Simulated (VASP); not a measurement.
Calculation: AM05 GGA, VASP's PBE PAW potentials (set 64) (plane waves; VASP).

VASP ran on this input.

INCAR:
```
# general
SYSTEM   =  AlSb
PREC     =  Accurate
ENCUT    =  520
LREAL    =  .FALSE.
LASPH    =  .TRUE.

# electronic loop
EDIFF    =  1E-6
NELM     =  100
ALGO     =  Normal
LMAXMIX  =  4

# smearing
ISMEAR   =  0
SIGMA    =  0.05

# functional
GGA      =  AM

# ions
IBRION   =  2
NSW      =  60
ISIF     =  3
EDIFFG   =  -0.01

# output
LWAVE    =  .FALSE.
LCHARG   =  .FALSE.
```

KPOINTS:
```
Automatic mesh
0
gamma
  7 7 7
0 0 0
```

### POSCAR
```
AlSb
1.0
  0.0000000000   3.0700000000   3.0700000000
  3.0700000000   0.0000000000   3.0700000000
  3.0700000000   3.0700000000   0.0000000000
Al Sb
1 1
Cart
  0.0000000000   0.0000000000   0.0000000000
  1.5350000000   1.5350000000   1.5350000000
```

POTCAR, in this order: Al Sb (PBE.64 set). Program: vasp_std.

Output of the run:

OSZICAR:
```
       N       E                     dE             d eps       ncg     rms          rms(c)
DAV:   1     0.156505768528E+02    0.15651E+02   -0.26994E+03   320   0.719E+02
DAV:   2    -0.792282492601E+01   -0.23573E+02   -0.23442E+02   400   0.881E+01
DAV:   3    -0.854959932953E+01   -0.62677E+00   -0.62677E+00   416   0.177E+01
DAV:   4    -0.855352856517E+01   -0.39292E-02   -0.39292E-02   472   0.171E+00
DAV:   5    -0.855355764624E+01   -0.29081E-04   -0.29081E-04   424   0.117E-01    0.329E+00
DAV:   6    -0.846625484382E+01    0.87303E-01   -0.10617E-01   376   0.157E+00    0.202E+00
DAV:   7    -0.843821706308E+01    0.28038E-01   -0.97909E-02   360   0.169E+00    0.451E-01
DAV:   8    -0.843948019740E+01   -0.12631E-02   -0.76883E-03   328   0.526E-01    0.114E-01
DAV:   9    -0.843991657152E+01   -0.43637E-03   -0.65957E-04   432   0.173E-01    0.260E-02
DAV:  10    -0.843998600329E+01   -0.69432E-04   -0.63947E-05   368   0.512E-02    0.120E-02
DAV:  11    -0.844002838529E+01   -0.42382E-04   -0.94466E-05   352   0.658E-02    0.589E-03
DAV:  12    -0.844002856145E+01   -0.17615E-06   -0.81460E-07   472   0.738E-03
   1 F= -.84400286E+01 E0= -.84400286E+01  d E =-.844003E+01
       N       E                     dE             d eps       ncg     rms          rms(c)
DAV:   1    -0.845114649909E+01   -0.11118E-01   -0.21848E-01   376   0.243E+00    0.379E-01
DAV:   2    -0.844528169622E+01    0.58648E-02   -0.11051E-02   336   0.616E-01    0.233E-01
DAV:   3    -0.844318823291E+01    0.20935E-02   -0.64709E-03   352   0.375E-01    0.595E-02
DAV:   4    -0.844309226099E+01    0.95972E-04   -0.23271E-04   344   0.102E-01    0.596E-02
DAV:   5    -0.844306824265E+01    0.24018E-04   -0.45390E-05   432   0.390E-02    0.240E-02
DAV:   6    -0.844307065862E+01   -0.24160E-05   -0.31628E-06   360   0.125E-02    0.493E-03
DAV:   7    -0.844307173196E+01   -0.10733E-05   -0.10606E-06   352   0.666E-03    0.272E-03
DAV:   8    -0.844307172791E+01    0.40489E-08   -0.17086E-07   184   0.294E-03
   2 F= -.84430717E+01 E0= -.84430717E+01  d E =-.304317E-02
       N       E                     dE             d eps       ncg     rms          rms(c)
DAV:   1    -0.844444648252E+01   -0.13748E-02   -0.19826E-02   368   0.738E-01    0.115E-01
DAV:   2    -0.844392225570E+01    0.52423E-03   -0.97345E-04   344   0.182E-01    0.701E-02
DAV:   3    -0.844373706942E+01    0.18519E-03   -0.58434E-04   352   0.113E-01    0.183E-02
DAV:   4    -0.844372829460E+01    0.87748E-05   -0.20914E-05   344   0.308E-02    0.183E-02
DAV:   5    -0.844372567564E+01    0.26190E-05   -0.39066E-06   360   0.115E-02    0.730E-03
DAV:   6    -0.844372559624E+01    0.79405E-07   -0.26883E-07   176   0.379E-03
   3 F= -.84437256E+01 E0= -.84437256E+01  d E =-.369703E-02
```

OUTCAR:
```
------------------------ aborting loop because EDIFF is reached ----------------------------------------
  FORCE on cell =-STRESS in cart. coord.  units (eV):
  Direction    XX          YY          ZZ          XY          YZ          ZX
  --------------------------------------------------------------------------------------
  Total        0.0010554      0.0010554      0.0010554     -0.0000000      0.0000000     -0.0000000
  in kB        0.0286590      0.0286590      0.0286590     -0.0000000      0.0000000     -0.0000000
  external PRESSURE =       0.0286590 kB  Pullay stress =       0.0000000 kB
  volume of cell :       59.00
      direct lattice vectors                 reciprocal lattice vectors
    -0.000000000  3.089926878  3.089926878    -0.161816127  0.161816127  0.161816127
     3.089926878  0.000000000  3.089926878     0.161816127 -0.161816127  0.161816127
     3.089926878  3.089926878  0.000000000     0.161816127  0.161816127 -0.161816127
 POSITION                                       TOTAL-FORCE (eV/Angst)
 -----------------------------------------------------------------------------------
      0.00000      0.00000      0.00000         0.000000      0.000000      0.000000
      1.54496      1.54496      1.54496        -0.000000     -0.000000     -0.000000
 -----------------------------------------------------------------------------------
    total drift:                                0.000000      0.000000      0.000000
  FREE ENERGIE OF THE ION-ELECTRON SYSTEM (eV)
  ---------------------------------------------------
  free  energy   TOTEN  =        -8.4437255962 eV

  energy  without entropy=       -8.4437255962  energy(sigma->0) =       -8.44372560

 reached required accuracy - stopping structural energy minimisation
```
(Selected blocks of OUTCAR.)

**CONTCAR**
```
AlSb
   1.00000000000000
    -0.0000000000000000    3.0899268784260094    3.0899268784260094
     3.0899268784260094    0.0000000000000000    3.0899268784260094
     3.0899268784260094    3.0899268784260094    0.0000000000000000
  Al              Sb
     1     1
Direct
     0.0000000000000000    0.0000000000000000    0.0000000000000000
     0.2500000000000000    0.2500000000000000    0.2500000000000000
```

The compound is AlSb in the zinc blende structure. This run relaxes it. Symmetry was kept, so distortions that lower it aren't found.
